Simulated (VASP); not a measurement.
Write the native input for VASP 6.6.1 that does the following.

```
Task                   : relaxation of cell and atoms
Functional             : LDA
Potentials or basis    : VASP PAW LDA potentials, release 64 (Ti_sv, B)
Cutoff                 : 600 eV
k mesh                 : 15 × 15 × 11
Occupations            : methfessel-paxton, width 0.1 eV
Spin                   : no spin polarisation
Further INCAR settings : ALGO = Normal; EDIFF = 1e-07; IBRION = 2; EDIFFG = -0.005; NSW = 90; ISIF = 3
```

The structure of TiB2 lies in POSCAR:

```
TiB2                                    
1.0
    2.9961442765     -0.0000000000     -0.0000000000
   -1.4980721383      2.5947370568      0.0000000000
    0.0000000000     -0.0000000000      3.1627823371
  Ti              B             
     1     2
Direct
     0.0000000000000000    0.0000000000000000    0.0000000000000000
     0.3333333332999970    0.6666666667000030    0.5000000000000000
     0.6666666667000030    0.3333333332999970    0.5000000000000000
```

One way to write it, as run:

INCAR

```
  PREC = Accurate
  ENCUT = 600
  EDIFF = 1E-7
  ISMEAR = 1
  SIGMA = 0.1
  LREAL = False
  LASPH = True
  NELM = 80
  ALGO = Normal
  ISIF = 3
  LWAVE = False
  LCHARG = False
  IBRION = 2
  NSW = 90
  EDIFFG = -0.005
```

KPOINTS

```
regular mesh
0
Gamma
  15 15 11
```

Potentials or basis: VASP PAW LDA potentials, release 64 (Ti_sv, B).

Launch:

```sh
$ cat potpaw_LDA.64/Ti_sv/POTCAR potpaw_LDA.64/B/POTCAR > POTCAR
$ mpirun -np 1 vasp_std > vasp.out
```

Results of the run:

```
Relaxed volume                         : 8.19 Å³/atom
Relaxed cell                           : a = 2.996 Å, b = 2.996 Å, c = 3.162 Å, α = 90.00°, β = 90.00°, γ = 120.00°
Space group after relaxing (to 0.05 Å) : P6/mmm (No. 191)
Energy gained by relaxing              : 0.0 meV/atom
Ionic steps                            : 3
Pressure after relaxing                : 0.0 GPa
Band gap on the k mesh                 : none (metal or under the smearing width)
```

Run time: 70 s on 1 thread of Intel(R) Xeon(R) Platinum 8488C (Sapphire Rapids), with other jobs on the host, peak memory 0.19 GiB.
